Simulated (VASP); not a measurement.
The system is Ta2N.

```xyz
3
Lattice="3.1129 0.0000 0.0000 -1.5564 2.6958 0.0000 0.0000 0.0000 4.8698" Properties=species:S:1:pos:R:3 pbc="T T T"
Ta    0.0000    1.7972    1.2404
Ta    1.5564    0.8986    3.6294
N     0.0000    0.0000    0.0000
```

The cell comes from a database or a generator and needn't be the stable form of this composition.

* Program: VASP 6.6.1
* Task: single point
* Functional: PBE
* Potentials or basis: VASP PAW PBE potentials, release 64 (Ta_pv, N)
* Cutoff: 520 eV
* k mesh: 10 × 10 × 6
* Occupations: fermi-dirac, width 0.05 eV
* Spin: no spin polarisation

On this cell: pressure -0.8 GPa; largest force 0.027 eV/Å; band gap on the k mesh none (metal or under the smearing width).

The same run follows on a disturbed copy (atoms moved at random, drawn with an rms of 0.05 Å):

```xyz
3
Lattice="3.1129 0.0000 0.0000 -1.5564 2.6958 0.0000 0.0000 0.0000 4.8698" Properties=species:S:1:pos:R:3 pbc="T T T"
Ta   -0.0066    1.7615    1.2238
Ta    1.6174    0.9226    3.6193
N    -0.0143    0.0159    0.0193
```

Task: What does the disturbed cell give?

Result: The energy (extrapolated to zero smearing) moves by +10.3 meV/atom; pressure -0.1 GPa; largest force 0.778 eV/Å; band gap on the k mesh none (metal or under the smearing width).

Forces in eV/Å, atoms in the order of the input:
```
Ta  -0.053  0.370  0.372
Ta  -0.439  0.008  0.096
N    0.492 -0.378 -0.469
```

Stress tensor (GPa, compression positive):
```
-0.48  0.11  0.98
 0.11 -0.26  1.17
 0.98  1.17  0.32
```
